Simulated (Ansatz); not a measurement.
Runs of Ansatz 0.2.0 on Be. It takes space group P6_3/mmc (No. 194, hexagonal). The conventional cell has a = 2.285 Å, b = 2.285 Å, c = 3.584 Å, α = 90.00°, β = 90.00°, γ = 120.00°. Be (site symmetry -6m2) is surrounded by 12 Be at 2.23 to 2.29 Å. 

```csv
task,level,potentials or basis,cell,k mesh,cutoff (eV),smearing,mesh quality,gap on the mesh (eV),pressure (GPa)
atomic charges,RPBE,Ansatz PAW earlier set,as given,13 × 13 × 8,960,gaussian 0.01 eV,not flagged,0.13,(a)
projected density of states,PBE,Ansatz PAW,as given,8 × 8 × 4,420,fermi-dirac 0.05 eV,coarse,none,(b)
projected density of states,r2SCAN,Ansatz PAW,as given,8 × 8 × 4,500,fermi-dirac 0.05 eV,coarse,none,-2.9
projected density of states,r2SCAN0,Ansatz PAW,as given,8 × 8 × 4,500,fermi-dirac 0.05 eV,coarse,none,-
relaxation of cell and atoms,revPBE,Ansatz PAW,relaxed from: cell strained at random at fixed volume,13 × 13 × 8,420,methfessel-paxton 0.1 eV,not flagged,none,0.0
projected density of states,HSE06,Ansatz PAW,as given,8 × 8 × 4,420,fermi-dirac 0.05 eV,coarse,none,-
single point,LDA,Ansatz PAW,as given,13 × 13 × 8,420,gaussian 0.05 eV,not flagged,none,-8.2
```

Alike in all rows: no spin polarisation.

Q: Estimate the missing entries.

A: (a) 0.2; (b) -2.8.

Caveats: some runs use coarse meshes; the PAW data sets come from PBE, with cores solved anew for the run's functional, which leaves a small shift of forces and pressure (some runs); the density of states is complete only up to the lowest level of the last band computed (some runs); the potentials were made for another functional, which shifts forces and pressure (some runs); the plane-wave basis is chosen anew once the cell has moved, so the energies of steps on either side of that aren't comparable (some runs).

A k mesh can miss the band edges.

A gap of «none» marks a metal or a gap under the smearing width.

Not every run made on this cell is shown here.
